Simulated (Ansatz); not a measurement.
(001) slab cut from the bulk of Hf$_{2}$S, 15 Å of vacuum:

```xyz
12
Lattice="3.3465 0.0000 0.0000 -1.6733 2.8982 0.0000 0.0000 0.0000 36.5950" Properties=species:S:1:pos:R:3 pbc="T T T"
S     0.0000    0.0000    7.5000
Hf    1.6733    0.9661    9.2335
Hf    0.0000    1.9321   11.5986
S     0.0000    0.0000   13.3321
Hf    0.0000    1.9321   15.0656
Hf    1.6733    0.9661   17.4307
S     0.0000    0.0000   19.1642
Hf    1.6733    0.9661   20.8977
Hf    0.0000    1.9321   23.2628
S     0.0000    0.0000   24.9964
Hf    0.0000    1.9321   26.7299
Hf    1.6733    0.9661   29.0950
```

Method: DFT PBEsol, scalar-relativistic, plane waves, PAW in Ansatz 0.2.0. Cutoff 420 eV; k points 12×12×1 on the computed 12-atom cell (Γ-centred); Gaussian smearing, width 0.10 eV; no spin polarisation. A dipole correction removes the field between periodic images along c.

This base run converges in 10 iterations with a largest force of 2.599 eV/Å and a work function of 4.35 eV on the top face.

One setting at a time is then changed, some of them on purpose to poor values; changes count from the base run, energies are extrapolated to zero smearing, γ keeps the base's bulk energy, atoms stay where they are, a change of functional drops any dispersion correction, and risky runs are capped at 50 to 100 iterations.

Task: What does each change do? field of 0.1 V/Å along c; k mesh 1×1×1; mixing β = 0.9; k mesh 12×12×3; field of 1.5 V/Å along c; functional LDA; k mesh 18×18×1.

Result:
| change | outcome | SCF iterations | ΔE (meV/atom) | Δγ (J/m²) | Δφ top (eV) | largest force (eV/Å) | largest change of a force (eV/Å) |
| --- | --- | --- | --- | --- | --- | --- | --- |
| field of 0.1 V/Å along c | converged | 14 | -1.5 |  |  | 2.586 | 0.013 |
| k mesh 1×1×1 | converged | 34 | +1731.1 | +17.158 | +1.40 | 5.544 | 5.896 |
| mixing β = 0.9 | converged | 10 | 0.0 | 0.000 | 0.00 | 2.599 | 0.000 |
| k mesh 12×12×3 | converged | 10 | 0.0 | 0.000 | 0.00 | 2.599 | 0.000 |
| field of 1.5 V/Å along c | converged with warnings | 14 | -138.8 |  |  | 2.395 | 0.217 |
| functional LDA | converged | 10 |  |  | +0.10 | 2.548 | 0.280 |
| k mesh 18×18×1 | converged | 10 | -0.7 | -0.007 | +0.01 | 2.603 | 0.025 |

Spin-orbit coupling is left out, which matters for the bands of heavy elements. In some of the runs (field 1.5) charge leaks into the vacuum, so their work functions can be off.

Cost: 8 runs of about 20 core-minutes in all, on Intel Xeon Processor @ 2.70GHz (shared hosts).